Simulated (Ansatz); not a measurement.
```
CELL_PARAMETERS angstrom
0.00000 2.28000 2.28000
2.28000 0.00000 2.28000
2.28000 2.28000 0.00000
ATOMIC_POSITIONS crystal
Na 0.00000 0.00000 0.00000
F 0.50000 0.50000 0.50000
```

```
orbitals        : r²SCAN
datasets        : all-electron datasets in plane waves (scalar-relativistic, Gaussian nuclei)
k mesh          : 4×4×4
empty bands     : 153
response cutoff : 200 eV
wave cutoff     : 3300 eV
frequencies     : contour deformation
q → 0 term      : analytic weight of Carrier, Rohra and Görling
band sums       : cut at the band count
```

Program: Ansatz. The Kohn-Sham gap (direct at Γ) is 7.41 eV and the electronic dielectric constant on this mesh 1.7.

(1) What G0W0 gap follows between the same band edges?

Results:

(1) 11.37 eV, a change of +3.96 eV. The valence edge moves by -2.48 eV (Z = 0.82) and the conduction edge by +1.48 eV (Z = 0.91).

The cell is a model at fixed atoms and needn't be the relaxed known crystal. The mesh is coarse, so these are values at the stated settings, not converged ones. Band sums or response are cut, so the gap isn't at its basis limit. With r²SCAN or HSE06 the Kohn-Sham levels are generalised ones.
